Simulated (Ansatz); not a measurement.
Runs of Ansatz 0.2.0 on TiSi2. It takes space group P6/mmm (No. 191, hexagonal). The conventional cell has a = 4.375 Å, b = 4.375 Å, c = 2.561 Å, α = 90.00°, β = 90.00°, γ = 120.00°. Ti (site symmetry 6/mmm) has 2 Ti at 2.56 Å and 12 Si at 2.83 Å as nearest neighbours. Around Si (site symmetry -6m2) lie 5 Si at 2.53 to 2.56 Å and 6 Ti at 2.83 Å. The cell was built by a generator and needn't be a form met in nature.

```tsv
task	level	potentials or basis	U	cell	k mesh	cutoff (eV)	atoms under strain	points for each segment of the path	hubbard projectors	double counting	mesh quality	gap on the mesh (eV)	pressure (GPa)	relaxed volume (Å³/atom)
elastic constants	r2SCAN	Ansatz PAW	-	as given	6 × 6 × 9	500	relaxed	-	-	-	not flagged	none	(b)	-
band structure	PBE+U	Ansatz PAW	Ti d U = 6 eV	as given	7 × 7 × 10	420	-	14	ortho-atomic (the default)	fll (the default)	not flagged	none	9.4	-
relaxation of cell and atoms	BLYP	Ansatz PAW	-	relaxed	7 × 7 × 10	420	-	-	-	-	not flagged	none	0.0	14.99
single point	PBE	Ansatz PAW	-	as given	3 × 3 × 4	420	-	-	-	-	coarse	none	-1.4	-
relaxation of cell and atoms	LDA	Ansatz PAW	-	relaxed	7 × 7 × 10	420	-	-	-	-	not flagged	none	0.0	13.43
band structure	PBE	Ansatz PAW	-	as given	7 × 7 × 10	420	-	14	-	-	not flagged	none	(a)	-
band structure	PBEsol+U	Ansatz PAW	Ti d U = 1 eV	as given	7 × 7 × 10	420	-	14	ortho-atomic (the default)	fll (the default)	not flagged	none	-3.2	-
```

Alike in all rows: no spin polarisation; smearing fermi-dirac 0.05 eV.

Estimate the missing entries.

(a) -0.2; (b) -2.4.

Caveats: some runs use coarse meshes; the PAW data sets come from PBE, with cores solved anew for the run's functional, which leaves a small shift of forces and pressure (some runs); U without spin polarisation on a metal has little footing (some runs); the U is typed as a test and isn't derived for this compound (some runs); the plane-wave basis is chosen anew once the cell has moved, so the energies of steps on either side of that aren't comparable (some runs); the elastic tensor has a negative eigenvalue, so either the cell is unstable as it stands or the mesh is too thin (some runs).

A gap of «none» marks a metal or a gap under the smearing width.
